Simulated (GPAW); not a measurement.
Runs of GPAW 26.7.0 on CuCl4. The structure is tetragonal, space group I-42m (No. 121). Conventional cell: a = 4.865 Å, b = 4.865 Å, c = 10.469 Å, α = 90.00°, β = 90.00°, γ = 90.00°. Cu (site symmetry -42m) has 4 Cl at 2.19 Å as nearest neighbours. Cl (site symmetry m) is surrounded by 1 Cu at 2.19 Å. The cell comes from a database or a generator and needn't be the stable form of this composition.

```tsv
task	level	potentials or basis	k mesh	band path	band points	mesh quality	pressure (GPa)	largest force (eV/Å)
band structure	r2SCAN	GPAW PAW data sets (gpaw-data 1.2.1), pw	5 × 5 × 5	GXYSGZS1NPY1Z,XP	60	coarse	-2.0	0.28
band structure	PBEsol	PAW data sets generated in the run's folder for this functional, pw	5 × 5 × 5	GXYSGZS1NPY1Z,XP	60	coarse	-2.7	0.26
single point	PBEsol	PAW data sets generated in the run's folder for this functional, pw	8 × 8 × 8	-	-	not flagged	-2.7	0.26
band structure	LDA	the program's PAW data sets (release 1.2.1) made for this functional, pw	5 × 5 × 5	GXYSGZS1NPY1Z,XP	60	coarse	(a)	0.43
```

Alike in all rows: no spin polarisation; cell as given; cutoff (eV) 600; smearing fermi-dirac 0.05 eV.

Problem. Fill in the values left out.

Solution. (a) -5.0.

Caveats: some runs use coarse meshes; with this Cu data set, volumes or pressures lay over 1.5 % or 2 GPa off other programs in two to four cells of ten; an odd number of electrons without spin polarisation forces a metal; a magnetic or distorted state may lie lower; the run has no spin polarisation, though such a crystal can be magnetic; the PAW data sets were made with another functional, which shifts forces and pressure a little (some runs).

Not every run made on this cell is shown here.
